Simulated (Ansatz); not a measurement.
InSe, 4 atoms in the cell. The structure is monoclinic, space group C2/m (No. 12). Conventional cell: a = 11.653 Å, b = 4.109 Å, c = 5.073 Å, α = 90.00°, β = 109.86°, γ = 90.00°. In (site symmetry m) is surrounded by 3 Se at 2.68 to 2.69 Å and 1 In at 2.80 Å. Se (site symmetry m) is surrounded by 3 In at 2.68 to 2.69 Å. The cell comes from a database or a generator and needn't be the stable form of this composition.

| Property | Result |
| --- | --- |
| Program | Ansatz 0.2.0 |
| Task | band structure |
| Functional | PBEsol |
| Potentials or basis | all-electron LAPW, scalar-relativistic |
| Cutoff | 240 eV (chosen from the basis error) |
| Basis error allowed | 0.002 eV/atom |
| k mesh | 5 × 5 × 4 |
| Occupations | fermi-dirac, width 0.05 eV |
| Spin | no spin polarisation |

Potentials or basis: all-electron LAPW, scalar-relativistic.

Command:

```console
$ ansatz run input.yaml --threads 2 --pin off --max-ram 8192MiB --backend cpu --events-out ev --progress --plain --runs-dir out
```

Hardware: 2 threads of Arm Neoverse V2, on a shared host.

**Question.** How long does it take, and how much memory?

**Answer.** It took 21 s on 2 threads of Arm Neoverse V2, with other jobs on the host, peak memory 0.51 GiB. Counts: scf iterations 9, plane waves 967, k points 33, bands 54.
